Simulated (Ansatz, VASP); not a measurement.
# Ca31MgO32 (Mg_Ca): VASP beside Ansatz

One calculation is typed for both programs; each brings its own data sets. How far apart do they land? The cell is taken from a series of runs on this material, whose earlier steps may have relaxed, scaled, displaced or heated it; both programs get it as it stands.

Calculated with Ansatz 0.2.0; plane waves, with VASP 6.6.1 beside it; single point at PBE.

**1. The starting structure**

The cell holds 64 atoms: 31 Ca, 32 O and 1 Mg. Its edges and angles: a = 9.660 Å, b = 9.660 Å, c = 9.660 Å, α = 90.0°, β = 90.0°, γ = 90.0°. It derives from CaO (CaO (Fm-3m)). Nearest the centre at fractional (0.500, 0.500, 0.500): Mg64 at 0.00 Å, O60 at 2.32 Å, O46 at 2.32 Å, O53 at 2.32 Å, O61 at 2.32 Å, O62 at 2.32 Å, O56 at 2.32 Å, Ca15 at 3.38 Å.

Structure file:

```xyz
64
Lattice="9.6604 0.0000 0.0000 0.0000 9.6604 0.0000 0.0000 0.0000 9.6604" Properties=species:S:1:pos:R:3 pbc="T T T"
Ca    0.0010    0.0002    9.6575
Ca    0.0010    2.4184    2.4150
Ca    2.4192    0.0002    2.4151
Ca    2.4191    2.4183    9.6575
Ca    0.0011    0.0002    4.8271
Ca    0.0011    2.4182    7.2394
Ca    2.4191    0.0002    7.2394
Ca    2.4394    2.4385    4.8272
Ca    0.0011    4.8305    9.6574
Ca    0.0011    7.2426    2.4151
Ca    2.4394    4.8305    2.4353
Ca    2.4191    7.2426    9.6575
Ca    0.0010    4.8304    4.8272
Ca    0.0010    7.2426    7.2394
Ca    2.4392    4.8304    7.2192
Ca    2.4393    7.2224    4.8272
Ca    4.8313    0.0002    9.6575
Ca    4.8313    2.4386    2.4353
Ca    7.2434    0.0002    2.4151
Ca    7.2434    2.4183    9.6575
Ca    4.8313    0.0002    4.8272
Ca    4.8313    2.4384    7.2192
Ca    7.2435    0.0002    7.2394
Ca    7.2232    2.4385    4.8273
Ca    4.8312    4.8304    9.6576
Ca    4.8313    7.2223    2.4353
Ca    7.2231    4.8304    2.4353
Ca    7.2434    7.2426    9.6576
Ca    4.8313    7.2225    7.2193
Ca    7.2233    4.8304    7.2192
Ca    7.2232    7.2224    4.8273
O     0.0011    0.0002    2.4174
O     0.0011    2.4208    9.6573
O     2.4216    0.0003    9.6573
O     2.4165    2.4157    2.4123
O     0.0011    0.0003    7.2368
O     0.0011    2.4332    4.8271
O     2.4341    0.0002    4.8272
O     2.4165    2.4157    7.2419
O     0.0011    4.8305    2.4299
O     0.0011    7.2401    9.6573
O     2.4341    4.8305    9.6572
O     2.4165    7.2452    2.4124
O     0.0011    4.8305    7.2242
O     0.0011    7.2277    4.8272
O     2.5122    4.8305    4.8271
O     2.4165    7.2452    7.2420
O     4.8313    0.0002    2.4299
O     4.8313    2.4332    9.6573
O     7.2410    0.0002    9.6574
O     7.2461    2.4157    2.4124
O     4.8313    0.0002    7.2243
O     4.8313    2.5109    4.8272
O     7.2286    0.0002    4.8272
O     7.2461    2.4156    7.2420
O     4.8314    4.8305    2.5069
O     4.8313    7.2277    9.6573
O     7.2286    4.8304    9.6572
O     7.2461    7.2452    2.4124
O     4.8313    4.8305    7.1456
O     4.8313    7.1497    4.8271
O     7.1507    4.8304    4.8272
O     7.2461    7.2453    7.2420
Mg    4.8311    4.8306    4.8283
```

**2. VASP: single point, PBE**

A single point gives forces, pressure and levels at one fixed geometry, so differences don't come from the geometry; what else differs is listed under the comparison.

Lines of VASP's logs that name or quote its potential files are left out, and so is its time.

Input file INCAR:

```
SYSTEM = Ca31MgO32
PREC = Accurate
ENCUT = 520
EDIFF = 1E-06
NELM = 120
ISMEAR = -1
SIGMA = 0.01
LREAL = Auto
ALGO = Normal
GGA = PE
NBANDS = 296
LORBIT = 11
LWAVE = .FALSE.
LCHARG = .FALSE.
ISIF = 2
LASPH = .TRUE.
GGA_COMPAT = .FALSE.
EFERMI = MIDGAP
```

Input file POSCAR:

```
Ca31MgO32
1.0
    9.6604211331      0.0000000000      0.0000000000
    0.0000000000      9.6604211331      0.0000000000
    0.0000000000      0.0000000000      9.6604211331
Ca O Mg
31 32 1
Direct
    0.0001075190      0.0000249854      0.9996940039
    0.0001076035      0.2503359998      0.2499927280
    0.2504198606      0.0000249013      0.2499944168
    0.2504114887      0.2503270220      0.9996955327
    0.0001123492      0.0000255823      0.4996778719
    0.0001091472      0.2503252769      0.7493826046
    0.2504120802      0.0000254119      0.7493861062
    0.2525115007      0.2524218854      0.4996904989
    0.0001094094      0.5000269218      0.9996918467
    0.0001088762      0.7497152721      0.2499986014
    0.2525199894      0.5000266649      0.2520908720
    0.2504128298      0.7497237077      0.9997023561
    0.0001070024      0.5000212927      0.4996851006
    0.0001080317      0.7497231308      0.7493847971
    0.2524961540      0.5000246421      0.7473000581
    0.2525079710      0.7476276720      0.4996917474
    0.5001149888      0.0000241743      0.9996938355
    0.5001110457      0.2524334728      0.2520920340
    0.7498018059      0.0000256262      0.2499992476
    0.7498049957      0.2503294165      0.9996992281
    0.5001097741      0.0000256618      0.4996875073
    0.5001096871      0.2524099684      0.7472935031
    0.7498118062      0.0000238480      0.7493874488
    0.7477085346      0.2524211879      0.4996938854
    0.5001062138      0.5000202324      0.9997117051
    0.5001122586      0.7476152732      0.2520947240
    0.7476999806      0.5000231856      0.2520918571
    0.7498053392      0.7497188214      0.9997033034
    0.5001130913      0.7476361146      0.7473050188
    0.7477206222      0.5000241705      0.7472965915
    0.7477146868      0.7476255400      0.4996984623
    0.0001131007      0.0000256251      0.2502424064
    0.0001141677      0.2505875866      0.9996774632
    0.2506770162      0.0000265554      0.9996800902
    0.2501449616      0.2500598946      0.2497142235
    0.0001134604      0.0000277155      0.7491189443
    0.0001163733      0.2518768585      0.4996803255
    0.2519667358      0.0000224857      0.4996834068
    0.2501433977      0.2500587845      0.7496481219
    0.0001128125      0.5000262986      0.2515267137
    0.0001157262      0.7494633967      0.9996816948
    0.2519643217      0.5000253544      0.9996703218
    0.2501438481      0.7499927658      0.2497158213
    0.0001129697      0.5000264469      0.7478186208
    0.0001176155      0.7481726264      0.4996860546
    0.2600550103      0.5000265532      0.4996784953
    0.2501444121      0.7499931811      0.7496523464
    0.5001125803      0.0000245353      0.2515308281
    0.5001133257      0.2518745058      0.9996735224
    0.7495519764      0.0000235740      0.9996850457
    0.7500772402      0.2500583959      0.2497182945
    0.5001130209      0.0000217660      0.7478274852
    0.5001159144      0.2599211805      0.4996868553
    0.7482671940      0.0000197758      0.4996877629
    0.7500786147      0.2500554147      0.7496524592
    0.5001185296      0.5000252300      0.2595055608
    0.5001141766      0.7481761001      0.9996784692
    0.7482671954      0.5000234365      0.9996715038
    0.7500805782      0.7499908575      0.2497192902
    0.5001115175      0.5000274429      0.7396814447
    0.5001168839      0.7400981386      0.4996829302
    0.7402089409      0.5000245000      0.4996839534
    0.7500813207      0.7499932910      0.7496580029
    0.5000934934      0.5000424159      0.4998015524
```

Input file KPOINTS:

```
Automatic mesh
0
Gamma
1 1 1
0 0 0
```

The projector-augmented-wave data sets are Ca_sv, O and Mg (PBE family, release 64).

Command:

```sh
> export OMP_NUM_THREADS=3
> mpirun -np 1 vasp_gam
```

Numbers of over 12 decimals in the logs are rounded to 6 here.

The program printed:

```text
[banner, memory and clock lines left out]
running    1 mpi-ranks, on    1 nodes
[...]
Offloading initialized ...    1 GPUs detected
[...]
LDA part: xc-table for (Slater+PW92), standard interpolation
 POSCAR, INCAR and KPOINTS ok, starting setup
[...]
entering main loop
       N       E                     dE             d eps       ncg     rms          rms(c)
DAV:   1     0.837649960897E+04    0.83765E+04   -0.28708E+05   592   0.185E+03
DAV:   2     0.940186753481E+03   -0.74363E+04   -0.71440E+04   680   0.590E+02
DAV:   3    -0.361322187998E+03   -0.13015E+04   -0.12681E+04   792   0.214E+02
DAV:   4    -0.456534198352E+03   -0.95212E+02   -0.94828E+02   784   0.562E+01
[...]
DAV:  17    -0.405660087944E+03   -0.33780E-06   -0.33698E-05   664   0.105E-02    0.976E-03
DAV:  18    -0.405660086725E+03    0.12191E-05   -0.71763E-06   584   0.530E-03    0.500E-03
DAV:  19    -0.405660086339E+03    0.38584E-06   -0.55203E-06   560   0.456E-03
   1 F= -.40566009E+03 E0= -.40566009E+03  d E =0.000000E+00
```

OUTCAR, selected parts (step 2):

```text
  Total        3.1189305      3.1196787      3.1110200     -0.0002193      0.0003049      0.0009890
  in kB        5.5427859      5.5441156      5.5287278     -0.0003898      0.0005419      0.0017576
  external PRESSURE =       5.5385431 kB  Pullay stress =       0.0000000 kB

 POSITION                                       TOTAL-FORCE (eV/Angst)
 -----------------------------------------------------------------------------------
      0.00104      0.00024      9.65747         0.000699      0.000054     -0.001470
      0.00104      2.41835      2.41504         0.000732     -0.000249     -0.001283
      2.41916      0.00024      2.41505         0.000147      0.000189     -0.001421
      2.41908      2.41826      9.65748         0.000256     -0.000223     -0.001481
      0.00109      0.00025      4.82710         0.000487      0.000132     -0.000629
      0.00105      2.41825      7.23935         0.000383     -0.000127     -0.000565
      2.41909      0.00025      7.23939         0.000100     -0.000109     -0.000573
      2.43937      2.43850      4.82722        -0.002486     -0.002685     -0.001187
      0.00106      4.83047      9.65744         0.000505      0.000044     -0.001290
      0.00105      7.24257      2.41509         0.000509      0.000338     -0.001517
      2.43945      4.83047      2.43530        -0.002683     -0.000060     -0.003901
      2.41909      7.24265      9.65755         0.000208      0.000331     -0.001923
      0.00103      4.83042      4.82717         0.000414      0.000280     -0.001126
      0.00104      7.24264      7.23937         0.000695      0.000423     -0.000541
[...]
-----------------------------------------------------------------------------------
    total drift:                               -0.020439     -0.004596      0.051475

  FREE ENERGIE OF THE ION-ELECTRON SYSTEM (eV)
  ---------------------------------------------------
  free  energy   TOTEN  =      -405.6600863395 eV

  energy  without entropy=     -405.6600863395  energy(sigma->0) =     -405.66008634

[... 1 further part left out ...]
```

The run ends at a pressure of 0.55 GPa, with forces up to 0.032 eV/Å.

(Continued in part 2 of 2.)

[Lines on the potential files, build, host, timing and source positions are cut from VASP's logs without a mark.]

[Logs are printed without paths, hosts, clocks, repeated set-up lines and the standing remarks that a program may print on its own settings, such as how far it seeks lower states.]

[Hosts, paths, dates, database ids (printed as entryN), source tags and the programs' standing remarks are cut or masked in the printed files.]
